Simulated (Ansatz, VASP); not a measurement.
**One calculation of CdS, two programs**

The input INCAR:

```
PREC = Accurate ; ENCUT = 520
EDIFF = 1E-7 ; ISMEAR = 0
SIGMA = 0.02 ; LREAL = False
LASPH = True ; NELM = 100
ALGO = Normal ; ISIF = 2
LWAVE = False ; LCHARG = True
GGA = PE ; LELF = True
LVHAR = True ; NBANDS = 46
```

The input KPOINTS:

```
Automatic mesh
0
Gamma
  6 4 4
```

File POSCAR:

```
CdS
1.0
    2.0984866692      3.6346855301      0.0000000000
    0.0000000000      0.0000000000      6.8314511231
    6.2954600076     -3.6346855300      0.0000000000
Cd S
4 4
Direct
    0.5000000000      0.5002641351      0.1666666667
    0.0000000000      0.5002641351      0.6666666667
    0.5000000000      0.0002641351      0.8333333333
    0.0000000000      0.0002641351      0.3333333333
    0.5000000000      0.8767358649      0.1666666667
    0.0000000000      0.8767358649      0.6666666667
    0.5000000000      0.3767358649      0.8333333333
    0.0000000000      0.3767358649      0.3333333333
```

Input for Ansatz:

```yaml
crystal:
  lattice:
    - [2.0984866692, 3.6346855301, 0.0]
    - [0.0, 0.0, 6.8314511231]
    - [6.2954600076, -3.63468553, 0.0]
  atoms:
    - { symbol: Cd, position: [0.5, 0.5002641351, 0.1666666667] }
    - { symbol: Cd, position: [0.0, 0.5002641351, 0.6666666667] }
    - { symbol: Cd, position: [0.5, 0.0002641351, 0.8333333333] }
    - { symbol: Cd, position: [0.0, 0.0002641351, 0.3333333333] }
    - { symbol: S, position: [0.5, 0.8767358649, 0.1666666667] }
    - { symbol: S, position: [0.0, 0.8767358649, 0.6666666667] }
    - { symbol: S, position: [0.5, 0.3767358649, 0.8333333333] }
    - { symbol: S, position: [0.0, 0.3767358649, 0.3333333333] }
basis:
  ecutwfc: 420
kpoints:
  mp_grid: { grid: [6, 4, 4] }
  band_path: { path: [VBM, CBM], npoints: 2 }
hamiltonian:
  xc: pbe
scf:
  occupations: { method: gaussian, width: 0.02 }
output:
  forces: true
  stress: true
  eigenvalues: true
checkpoint:
  read: start.run
  write: ck
  compress: false
  write_wavefunctions: false
  write_every: 100000
```

Alike in both runs: task single point; functional PBE; k mesh 6 × 4 × 4; occupations gaussian, width 0.02 eV; no spin polarisation.

|  | VASP | Ansatz |
| --- | --- | --- |
| version | VASP 6.6.1 | Ansatz 0.2.0 |
| potentials or method | VASP PAW PBE potentials, release 64 (Cd, S) | scalar-relativistic, plane waves, PAW |
| plane-wave cutoff (eV) | 520 | 420 |
| valence electrons in the cell | 72 | 104 |

```csv
,VASP,Ansatz,Ansatz less VASP
gap on the k mesh at the Fermi level (eV),1.11,1.11,-0.001
least direct gap on the mesh (eV),1.11,1.11,-0.001
pressure (GPa),0.3,0.0,-0.29
```

The two sets of potentials don't hold the same shells in valence.

PBE gaps usually lie below the measured ones, often by a third to a half.
